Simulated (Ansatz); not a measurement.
# CdF2: pressure against volume per atom

All results are calculated (Ansatz 0.2.0). Plane-wave density functional theory, PAW datasets, Gaussian smearing 0.05 eV: one cell in which all forces lie under 0.002 eV/angstrom; stress (xx yy zz yz xz xy) and pressure positive in compression; site moments are of spin alone; formation energy from the elements run alike, uncorrected.

Cell of the first row (space group Fm-3m, No. 225):
```
CELL_PARAMETERS angstrom
0.00000 2.70300 2.70300
2.70300 0.00000 2.70300
2.70300 2.70300 0.00000
ATOMIC_POSITIONS crystal
Cd 0.00000 0.00000 0.00000
F 0.25000 0.25000 0.25000
F 0.75000 0.75000 0.75000
```

Settings of every row: paw set soft_2; functional PBE; spin treatment none; moment partition spheres; spin axis none; wave cutoff 420 eV; k mesh 6x6x6; SCF start atoms; lower state search light; symmetry use detected.

Atom first moment, atom hubbard u: 0 on all atoms.

Limits: coarse k-point mesh.

```csv
row,volume per atom (Å³),pressure (GPa)
1,13.165,?
2,13.321,3.002
3,13.542,1.295
4,13.587,0.969
5,13.725,0.004
```

Question: what pressure should row 1 give?

Worked fit of pressure. Take u = (V_r/V)^(2/3) − 1 with V_r = 13.564 Å³ an atom, which is twice the finite (Eulerian) strain; such expansions in the strain, on which the Birch-Murnaghan equation of state is built, carry the rest volume and the bulk modulus. The shown rows have u = 0.01212, 0.00108, -0.00113, -0.00784. Least squares give pressure = 1.1351 + 148.096 × u + 489.9 × u² GPa; a straight line predicts inner rows, each left out in turn, worse (root mean square 0.031 against 0.0013 GPa). The rows lie off it by 0.000, -0.001, 0.001, 0.000. The withheld row has u = 0.0201, so the fit gives 1.1351 + 148.096 × (0.0201) + 489.9 × (0.0201)² = 4.310 GPa.

The calculation gave 4.299 GPa. The fit lies 0.011 GPa (0.26 % of the column's range) above it; its largest miss of a shown row is 0.001 GPa. This row lies beyond the range of the fit.
